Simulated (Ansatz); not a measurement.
Pd:

```xyz
2
Lattice="2.7837 0.0000 0.0000 -1.3918 2.4107 0.0000 0.0000 0.0000 4.6289" Properties=species:S:1:pos:R:3 pbc="T T T"
Pd    0.0000    1.6071    1.1572
Pd    1.3918    0.8036    3.4717
```

This isn't the form of Pd at room conditions, which is fcc.

```yaml
Program: Ansatz 0.2.0
Task: relaxation of cell and atoms
Functional: PBEsol
Dispersion: D3(BJ)
Potentials_or_basis: Ansatz PAW
Cutoff: "420 eV (not typed: the program's choice for these potentials)"
k_mesh: 11 × 11 × 6
Occupations: fermi-dirac, width 0.05 eV
Spin: no spin polarisation
```

At the start: volume 15.53 Å³/atom.

Question: Where does the relaxation end?

Answer: It ends after 9 steps and the volume is 14.14 Å³/atom (-9.0 %); space group P6_3/mmc (No. 194, to 0.05 Å).

Step by step:
```
step  energy change (eV)  largest force (eV/Å)  volume (Å³)
   1              0.0000                0.0000        31.06
   2             -0.1046                0.0000        26.85
   3             -0.1579                0.0000        28.58
   4             -0.1604                0.0000        28.27
   5             -0.1604                0.0000        28.27
   6             -0.1604                0.0000        28.27
   7             -0.1593                0.0000        28.27
   8             -0.1593                0.0000        28.27
   9             -0.1593                0.0000        28.27
```

Final structure:
```
Pd
1.0
     2.69635    0.00000    0.00000
    -1.34817    2.33510    0.00000
     0.00000    0.00000    4.49068
Pd
2
Direct
  0.33333 0.66667 0.25000
  0.66667 0.33333 0.75000
```

Caveat: the plane-wave basis is chosen anew once the cell has moved, so the energies of steps on either side of that aren't comparable; pairwise dispersion overbinds metals, which lowers pressure and volume; the PAW data sets come from PBE, with cores solved anew for the run's functional, which leaves a small shift of forces and pressure.
